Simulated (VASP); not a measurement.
Set up this calculation in VASP 6.6.1, as the native input.

```
Task                   : relaxation of cell and atoms
Functional             : LDA
Potentials or basis    : VASP PAW LDA potentials, release 64 (S)
Cutoff                 : 600 eV
k mesh                 : 19 × 19 × 19
Occupations            : methfessel-paxton, width 0.1 eV
Spin                   : no spin polarisation
Target pressure        : 173 GPa
Further INCAR settings : ALGO = Normal; EDIFF = 1e-07; IBRION = 2; EDIFFG = -0.005; NSW = 90; ISIF = 3
Target pressure        : 173 GPa
```

The structure of S lies in POSCAR:

```
S                                       
1.0
    1.6651014925      0.9613467950      0.8724248431
   -1.6651014925      0.9613467950      0.8724248431
    0.0000000000     -1.9226935897      0.8724248430
  S             
     1
Direct
     0.0000000000000000    1.0000000000000000    1.0000000000000000
```

This isn't the form of S at room conditions, which is orthorhombic, of S8 rings.

One way to write it, as run:

INCAR

```
SYSTEM = S
ALGO = Normal ; EDIFF = 1E-7
EDIFFG = -0.005 ; ENCUT = 600
IBRION = 2 ; ISIF = 3
ISMEAR = 1 ; LASPH = .TRUE.
LCHARG = .FALSE. ; LREAL = .FALSE.
LWAVE = .FALSE. ; NELM = 80
NSW = 90 ; PREC = Accurate
PSTRESS = 1730.0 ; SIGMA = 0.1
```

KPOINTS

```
k-points
0
G
  19 19 19
  0 0 0
```

Potentials or basis: VASP PAW LDA potentials, release 64 (S).

The run is started by

```sh
$ cat potpaw_LDA.64/S/POTCAR > POTCAR
$ mpirun -np 1 vasp_std > vasp.out
```

Results of the run:

```
Relaxed volume                                         : 8.38 Å³/atom
Relaxed cell                                           : a = 2.111 Å, b = 2.111 Å, c = 2.111 Å, α = 104.12°, β = 104.12°, γ = 104.12°
Space group after relaxing (to 0.05 Å)                 : R-3m (No. 166)
Energy change on relaxing (the enthalpy is what falls) : +1.5 meV/atom
Ionic steps                                            : 3
Pressure after relaxing                                : 173.0 GPa
Band gap on the k mesh                                 : none (metal or under the smearing width)
```

Caveat: the cell is relaxed towards a set pressure, so the enthalpy falls and the energy may rise.

It took 79 s on 1 thread of Intel(R) Xeon(R) Platinum 8259CL CPU @ 2.50GHz (Skylake/Cascade Lake), with other jobs on the host, peak memory 0.15 GiB.
